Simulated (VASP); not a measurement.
# Ga (C2/c) in VASP: notebook

The runs below take Ga through band structure, single point, with PBEsol, PBE.

Everything below comes from runs of VASP 6.6.1. Logs are shortened: lines on timing, memory, paths and dates and some standing lists are left out, and cuts for length are marked.

## Step 1: The crystal as given

It takes space group C2/c (No. 15, monoclinic). Conventional cell: a = 2.766 Å, b = 8.053 Å, c = 3.332 Å, α = 90.00°, β = 92.02°, γ = 90.00°. Ga (site symmetry 2) has 8 Ga at 2.69 to 2.92 Å as nearest neighbours.

This isn't the form of Ga at room conditions, which is orthorhombic.

## Step 2: Band structure, PBEsol

Input file POSCAR:

```
Ga
1.0
    1.3830000000     -4.0265000000      0.0000000000
    1.3830000000      4.0265000000      0.0000000000
   -0.1174474948      0.0000000000      3.3299294416
Ga
2
Direct
    0.1310000000      0.8690000000      0.7500000000
    0.8690000000      0.1310000000      0.2500000000
```

Input file INCAR.step1:

```
PREC = Accurate
ENCUT = 520
EDIFF = 1E-6
ISMEAR = -1
SIGMA = 0.05
LREAL = F
LASPH = T
NELM = 100
ALGO = Normal
ISIF = 2
LWAVE = F
LCHARG = T
GGA = PS
NBANDS = 20
```

Input file KPOINTS.step1:

```
regular mesh
0
Gamma
  7 7 6
```

Input file INCAR.step2:

```
PREC = Accurate
ENCUT = 520
EDIFF = 1E-6
ISMEAR = 0
SIGMA = 0.05
LREAL = F
LASPH = T
NELM = 100
ALGO = Normal
ISIF = 2
LWAVE = F
LCHARG = F
GGA = PS
NBANDS = 20
ICHARG = 11
```

Input file KPOINTS.step2:

```
path GYFHZIF1,H1Y1XGN,MG
10
line-mode
reciprocal
 0.0000000000  0.0000000000  0.0000000000  G
-0.2794936799 -0.2794936799  0.0025046701  Y

-0.2794936799 -0.2794936799  0.0025046701  Y
-0.2865069778 -0.2865069778  0.4818696886  F

-0.2865069778 -0.2865069778  0.4818696886  F
-0.2724803819 -0.2724803819  0.5231396517  H

-0.2724803819 -0.2724803819  0.5231396517  H
 0.0000000000  0.0000000000  0.5000000000  Z

 0.0000000000  0.0000000000  0.5000000000  Z
-0.5000000000  0.5000000000  0.5000000000  I

-0.5000000000  0.5000000000  0.5000000000  I
-0.7134930222  0.2865069778  0.5181303114  F1

-0.7275196181  0.2724803819  0.4768603483  H1
-0.7205063201  0.2794936799 -0.0025046701  Y1

-0.7205063201  0.2794936799 -0.0025046701  Y1
-0.5000000000  0.5000000000  0.0000000000  X

-0.5000000000  0.5000000000  0.0000000000  X
 0.0000000000  0.0000000000  0.0000000000  G

 0.0000000000  0.0000000000  0.0000000000  G
-0.5000000000  0.0000000000  0.0000000000  N

-0.5000000000  0.0000000000  0.5000000000  M
 0.0000000000  0.0000000000  0.0000000000  G
```

Potentials or basis: VASP PAW PBE potentials, release 64 (Ga_d).

Started as:

```
> cat potpaw_PBE.64/Ga_d/POTCAR > POTCAR
> cp INCAR.step1 INCAR
> cp KPOINTS.step1 KPOINTS
> mpirun -np 1 vasp_std > vasp.out
> cp INCAR.step2 INCAR
> cp KPOINTS.step2 KPOINTS
> mpirun -np 1 vasp_std > vasp.out
```

OUTCAR:

```text
PREC = Accurate
   ENCUT = 520
   EDIFF = 1E-6
   ISMEAR = 0
   LREAL = F
   LASPH = T
   NELM = 100
   ISIF = 2
   GGA = PS
   ICHARG = 11

 ion  position               nearest neighbor table
   1  0.131  0.869  0.750-   2 2.69   2 2.69   2 2.86   2 2.86   2 2.92   2 2.92
   2  0.869  0.131  0.250-   1 2.69   1 2.69   1 2.86   1 2.86   1 2.92   1 2.92

  LATTYP: Found a base centered monoclinic cell.
 ALAT       =     2.7660000000
 B/A-ratio  =     2.9114244396
 C/A-ratio  =     1.2046276211
 COS(beta)  =    -0.0352483478

  Lattice vectors:

 A1 = (   1.3830000000,  -4.0265000000,   0.0000000000)
 A2 = (   1.3830000000,   4.0265000000,   0.0000000000)
 A3 = (  -0.1174474948,   0.0000000000,   3.3299294416)

Analysis of symmetry for initial positions (statically):
=====================================================================
 Subroutine PRICEL returns:
 Original cell was already a primitive cell.

 Routine SETGRP: Setting up the symmetry group for a
 base centered monoclinic supercell.

 Subroutine GETGRP returns: Found  4 space group operations
 (whereof  2 operations were pure point group operations)
 out of a pool of  4 trial point group operations.

The static configuration has the point symmetry S_2 .
 The point group associated with its full space group is C_2h.

Analysis of symmetry for dynamics (positions and initial velocities):
=====================================================================
 Subroutine PRICEL returns:
 Original cell was already a primitive cell.

 Routine SETGRP: Setting up the symmetry group for a
 base centered monoclinic supercell.

 Subroutine GETGRP returns: Found  4 space group operations
 (whereof  2 operations were pure point group operations)
 out of a pool of  4 trial point group operations.

The dynamic configuration has the point symmetry S_2 .
 The point group associated with its full space group is C_2h.

 Subroutine INISYM returns: Found  4 space group operations
 (whereof  2 operations are pure point group operations),
 and found     1 'primitive' translations

----------------------------------------------------------------------------------------

                                     Primitive cell

  volume of cell :      37.0864

[... 66 lines left out ...]
   number of dos      NEDOS =    301   number of ions     NIONS =      2
   total plane-waves  NPLWV =  28672
   dimension x,y,z NGX =    32 NGY =   32 NGZ =   28
   dimension x,y,z NGXF=    64 NGYF=   64 NGZF=   56
   ions per type =               2
   NGX,Y,Z   is equivalent  to a cutoff of  12.50, 12.50, 13.97 a.u.
   NGXF,Y,Z  is equivalent  to a cutoff of  24.99, 24.99, 27.94 a.u.
 SYSTEM =  unknown system
   PREC   = accura    normal or accurate (medium, high low for compatibility)
   ISTART =      0    job   : 0-new  1-cont  2-samecut
   ICHARG =     11    charge: 1-file 2-atom 10-const
   ISPIN  =      1    spin polarized calculation?
   LNONCOLLINEAR =      F non collinear calculations
   LSORBIT =      F    spin-orbit coupling
   LASPH  =      T    aspherical Exc in radial PAW
   ENCUT  =  520.0 eV  38.22 Ry    6.18 a.u.   7.92  7.92  6.20*2*pi/ulx,y,z
   NELM   =    100;   NELMIN=  2; NELMDL=  0     # of ELM steps
   EDIFF  = 0.1E-05   stopping-criterion for ELM
   LREAL  =      F    real-space projection
[... 7 lines left out ...]
   TEBEG  =    0.0;   TEEND  =   0.0 temperature during run
   PSTRESS=    0.0 pullay stress
   NELECT =      26.0000    total number of electrons
   NUPDOWN=      -1.0000    fix difference up-down
   EMIN   =  10.00;   EMAX   =-10.00  energy-range for DOS
[... 5 lines left out ...]
     AMIX     =   0.40;   BMIX     =  1.00
     AMIX_MAG =   1.60;   BMIX_MAG =  1.00
  volume/ion in A,a.u.               =      18.54       125.14
  Fermi-wavevector in a.u.,A,eV,Ry     =   1.454323  2.748273 28.777089  2.115056
  Thomas-Fermi vector in A             =   2.571487
   LORBIT       =      0    0 simple, 1 ext, 2 COOP (PROOUT), +10 PAW based schemes
   GGA     = PS    functional components
   LHFCALC =     F    Hartree Fock is set to
   AEXX    =    0.0000 exact exchange contribution
   IVDW    =     0    specifies the selected vdW correction
   LEPSILON=     F    determine dielectric tensor
   LRPA    =     F    only Hartree local field effects (RPA)
 non-spin polarized calculation
 Gauss-broadening in eV      SIGMA  =   0.05
  energy-cutoff  :      520.00
  volume of cell :       37.09
 maximum number of plane-waves:      1016
 NGX is ok and might be reduce to    32

 number of electron      26.0000006 magnetization

 Free energy of the ion-electron system (eV)
  ---------------------------------------------------
  ext. energy  EPLUGINS =         0.00000000
  ---------------------------------------------------
  free energy    TOTEN  =        -6.32481145 eV

  energy without entropy =       -6.32376683  energy(sigma->0) =       -6.32428914

 E-fermi :   4.7567     XC(G=0): -11.1967

 val. band max:        4.7539886586   @ k =  -0.3333   0.0000   0.3333
 cond. band min:       4.7819038088   @ k =  -0.3333   0.0000   0.0000
 fundamental gap:      0.0279151503
 Fermi energy:         4.7566559032

 k-point     1 :       0.0000    0.0000    0.0000
  band No.  band energies     occupation
      1      -9.5932      2.00000
      2      -9.5859      2.00000
      3      -9.5504      2.00000
      4      -9.5250      2.00000
      5      -9.2486      2.00000
      6      -9.2475      2.00000
[... 541 lines left out ...]
     19      14.8375      0.00000
     20      15.0008      0.00000

 [... further k-points ...]

------------------------ aborting loop because EDIFF is reached ----------------------------------------

  FORCE on cell =-STRESS in cart. coord.  units (eV):
  Direction    XX          YY          ZZ          XY          YZ          ZX
  --------------------------------------------------------------------------------------
  -------------------------------------------------------------------------------------
  Total        5.0495393      2.7744629     -1.4613940      0.0000000      0.0000000     -0.2057168
  in kB      218.1460880    119.8600877    -63.1339545      0.0000000      0.0000000     -8.8872098
  external PRESSURE =      91.6240737 kB  Pullay stress =       0.0000000 kB

 VOLUME and BASIS-vectors are now :
 -----------------------------------------------------------------------------
  energy-cutoff  :      520.00
  volume of cell :       37.09
      direct lattice vectors                 reciprocal lattice vectors
     1.383000000 -4.026500000  0.000000000     0.361532899 -0.124177325  0.012751361
     1.383000000  4.026500000  0.000000000     0.361532899  0.124177325  0.012751361
    -0.117447495  0.000000000  3.329929442     0.000000000  0.000000000  0.300306663

 POSITION                                       TOTAL-FORCE (eV/Angst)
 -----------------------------------------------------------------------------------
      1.29491      2.97156      2.49745        -0.000000     -0.239671      0.000000
      1.35364     -2.97156      0.83248         0.000000      0.239671      0.000000
 -----------------------------------------------------------------------------------
    total drift:                                0.000000     -0.000000      0.000000

  FREE ENERGIE OF THE ION-ELECTRON SYSTEM (eV)
  ---------------------------------------------------
  free  energy   TOTEN  =        -6.3248114460 eV

  energy  without entropy=       -6.3237668344  energy(sigma->0) =       -6.32428914
```

OSZICAR.step1:

```text
N       E                     dE             d eps       ncg     rms          rms(c)
DAV:   1     0.128001841036E+03    0.12800E+03   -0.13301E+04  3728   0.246E+03
DAV:   2     0.418181457013E+01   -0.12382E+03   -0.12075E+03  3676   0.376E+02
DAV:   3    -0.656240935583E+01   -0.10744E+02   -0.10694E+02  3908   0.926E+01
DAV:   4    -0.672197688886E+01   -0.15957E+00   -0.15947E+00  4108   0.125E+01
DAV:   5    -0.672470986846E+01   -0.27330E-02   -0.27328E-02  3976   0.159E+00    0.153E+00
DAV:   6    -0.665098018472E+01    0.73730E-01   -0.14346E-01  4640   0.637E+00    0.736E-01
DAV:   7    -0.663779817750E+01    0.13182E-01   -0.22773E-02  5056   0.206E+00    0.222E-01
DAV:   8    -0.663600521191E+01    0.17930E-02   -0.25191E-03  3920   0.707E-01    0.169E-02
DAV:   9    -0.663601533520E+01   -0.10123E-04   -0.10718E-04  4112   0.104E-01    0.806E-03
DAV:  10    -0.663601573714E+01   -0.40194E-06   -0.60612E-06  3696   0.275E-02
   1 F= -.66360157E+01 E0= -.66319819E+01  d E =-.806771E-02
```

Wall time 57 s (1 thread of AMD EPYC 9R45 (Zen 5), shared host); peak memory 0.17 GiB.

What came out:

* Band gap along the path: none (metal or under the smearing width)

Levels at the corners of the path, in eV from the Fermi level:
| point | band 11 | band 12 | band 13 | band 14 | band 15 | band 16 |
| --- | --- | --- | --- | --- | --- | --- |
| Γ | -11.26 | -2.11 | -1.65 | 1.60 | 5.40 | 9.66 |
| Y | -5.57 | -5.13 | -3.85 | 4.12 | 4.57 | 6.34 |
| Y | -5.57 | -5.13 | -3.85 | 4.12 | 4.57 | 6.34 |
| F | -2.76 | -2.60 | -1.96 | -1.50 | -0.05 | 0.50 |
| F | -2.76 | -2.60 | -1.96 | -1.50 | -0.05 | 0.50 |
| H | -2.60 | -2.42 | -2.03 | -1.56 | 0.35 | 0.58 |
| H | -2.60 | -2.42 | -2.03 | -1.56 | 0.35 | 0.58 |
| Z | -7.81 | -7.81 | 1.67 | 1.67 | 2.41 | 2.41 |
| Z | -7.81 | -7.81 | 1.67 | 1.67 | 2.41 | 2.41 |
| I | -6.03 | -6.03 | -4.42 | -4.42 | 10.82 | 10.82 |
| I | -6.03 | -6.03 | -4.42 | -4.42 | 10.82 | 10.82 |
| F1 | -2.76 | -2.60 | -1.96 | -1.50 | -0.05 | 0.50 |
| H1 | -2.60 | -2.42 | -2.03 | -1.56 | 0.35 | 0.58 |
| Y1 | -5.57 | -5.13 | -3.85 | 4.12 | 4.57 | 6.34 |
| Y1 | -5.57 | -5.13 | -3.85 | 4.12 | 4.57 | 6.34 |
| X | -9.13 | -8.62 | 3.97 | 4.55 | 5.79 | 6.02 |
| X | -9.13 | -8.62 | 3.97 | 4.55 | 5.79 | 6.02 |
| Γ | -11.26 | -2.11 | -1.65 | 1.60 | 5.40 | 9.66 |
| Γ | -11.26 | -2.11 | -1.65 | 1.60 | 5.40 | 9.66 |
| N | -6.07 | -5.05 | -1.37 | -0.02 | 5.75 | 6.56 |
| M | -2.89 | -2.88 | -1.67 | -1.53 | 1.72 | 2.27 |
| Γ | -11.26 | -2.11 | -1.65 | 1.60 | 5.40 | 9.66 |

Caveat: the log is that of the step along the path at fixed density, whose energy, stress, charges and moments have no meaning; the PAW data sets were made with another functional, which shifts forces and pressure a little.

## Step 3: Band structure, PBEsol, spin-orbit coupling, no magnetisation

POSCAR is that of step 2.

INCAR.step1, as its differences from that of step 2:

```diff
@@ -12,3 +12,7 @@
 LCHARG = T
+MAGMOM = 0 0 0 0 0 0
+LORBIT = 11
+LSORBIT = T
+GGA_COMPAT = F
 GGA = PS
-NBANDS = 20
+NBANDS = 38
```

KPOINTS.step1 is that of step 2.

INCAR.step2, as its differences from that of step 2:

```diff
@@ -12,4 +12,8 @@
 LCHARG = F
+MAGMOM = 0 0 0 0 0 0
+LORBIT = 11
+LSORBIT = T
+GGA_COMPAT = F
 GGA = PS
-NBANDS = 20
+NBANDS = 38
 ICHARG = 11
```

KPOINTS.step2 is that of step 2.

Potentials or basis: VASP PAW PBE potentials, release 64 (Ga_d).

Started as:

```
> cat potpaw_PBE.64/Ga_d/POTCAR > POTCAR
> cp INCAR.step1 INCAR
> cp KPOINTS.step1 KPOINTS
> mpirun -np 1 vasp_ncl > vasp.out
> cp INCAR.step2 INCAR
> cp KPOINTS.step2 KPOINTS
> mpirun -np 1 vasp_ncl > vasp.out
```

Wall time 4.6 min (1 thread of AMD EPYC 9R45 (Zen 5), shared host); peak memory 0.36 GiB.

Caveat: the log is that of the step along the path at fixed density, whose energy, stress, charges and moments have no meaning; the PAW data sets were made with another functional, which shifts forces and pressure a little.

[end of part 1 of 2]
